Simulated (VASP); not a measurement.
**Hg: single point with LDA**

Hg:

```
Hg
1.0
    -1.88917    1.88917    1.92954
     1.88917   -1.88917    1.92954
     1.88917    1.88917   -1.92954
Hg
1
Direct
  0.50000 0.50000 0.00000
```

The cell isn't the ideal one: volume scaled by 1.02.

```yaml
Program: VASP 6.6.1
Task: single point
Functional: LDA
Potentials_or_basis: VASP PAW LDA potentials, release 64 (Hg)
Cutoff: 520 eV
k_mesh: 10 × 10 × 10
Occupations: gaussian, width 0.15 eV
Spin: collinear spin, typed start
Starting_moments: "[0.5] μB"
Dipole_correction: no
Further_INCAR_settings: ALGO = Fast; EDIFF = 1e-07; NBANDS = 16
```

```
Pressure                                              : -4.4 GPa
Band gap on the k mesh                                : none (metal or under the smearing width)
Net moment                                            : 0.00 μB per cell
Valence electrons inside the program's atomic spheres : Hg 10.41
```

Stress tensor (GPa, compression positive):
```
-4.42  0.00  0.00
 0.00 -4.42  0.00
 0.00  0.00 -4.26
```

Levels at points of the mesh, in eV from the Fermi level:
Spin up:
| k point | band 2 | band 3 | band 4 | band 5 | band 6 | band 7 | band 8 | band 9 | band 10 | band 11 |
| --- | --- | --- | --- | --- | --- | --- | --- | --- | --- | --- |
| (0.00, 0.00, 0.00) | -6.53 | -6.53 | -6.49 | -5.87 | -5.82 | 14.16 | 14.30 | 14.30 | 14.53 | 14.89 |
| (0.50, 0.00, 0.00) | -6.84 | -5.92 | -5.82 | -5.37 | -1.53 | -0.76 | 8.77 | 9.79 | 13.47 | 14.41 |
| (0.50, 0.50, 0.00) | -6.89 | -5.86 | -5.80 | -5.36 | -1.41 | -0.69 | 8.45 | 9.43 | 13.07 | 14.12 |
| (0.50, 0.50, 0.50) | -7.02 | -5.49 | -5.48 | -5.48 | 2.22 | 3.52 | 3.95 | 3.95 | 9.30 | 9.56 |
Spin down:
| k point | band 3 | band 4 | band 5 | band 6 | band 7 | band 8 | band 9 | band 10 |
| --- | --- | --- | --- | --- | --- | --- | --- | --- |
| (0.00, 0.00, 0.00) | -6.53 | -6.49 | -5.87 | -5.82 | 14.16 | 14.30 | 14.30 | 14.53 |
| (0.50, 0.00, 0.00) | -5.92 | -5.82 | -5.37 | -1.53 | -0.76 | 8.77 | 9.79 | 13.47 |
| (0.50, 0.50, 0.00) | -5.86 | -5.80 | -5.36 | -1.41 | -0.69 | 8.45 | 9.43 | 13.07 |
| (0.50, 0.50, 0.50) | -5.49 | -5.48 | -5.48 | 2.22 | 3.52 | 3.95 | 3.95 | 9.30 |

It took 43 s on 1 thread of Intel(R) Xeon(R) 6975P-C (Granite Rapids), on a shared host, peak memory 0.19 GiB.

The run has no spin-orbit coupling, so splittings on Hg are missing.
